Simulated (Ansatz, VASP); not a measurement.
# One calculation of Ni, two programs

```
Ni
1.0
     0.00000    1.77010    1.77010
     1.77010    0.00000    1.77010
     1.77010    1.77010    0.00000
Ni
1
Cartesian
  0.0000 0.0000 0.0000
```

Change from the starting cell: parallel moments scaled by 0.1, free total moment.

Alike in both runs: task single point; functional PBE; k mesh 13 × 13 × 13; occupations fermi-dirac, width 0.1 eV; collinear spin.

|  | VASP | Ansatz |
| --- | --- | --- |
| version | VASP 6.6.1 | Ansatz 0.2.0 |
| potentials or method | VASP PAW PBE potentials, release 64 (Ni) | PAW, plane waves, scalar-relativistic |
| plane-wave cutoff (eV) | 520 | 420 |
| valence electrons in the cell | 10 | 18 |

Ansatz gave:

* pressure (GPa): -3.2
* net moment per atom (μB): 0.63
* size of the moment on the site where the two differ most (μB): 0.67

Q: What did VASP give for the same quantities?

A: Pressure (GPa): -3.3; net moment per atom (μB): 0.62; size of the moment on the site where the two differ most (μB): 0.64.

Site moments also hang on the region over which each program counts them. The two sets of potentials don't hold the same shells in valence.
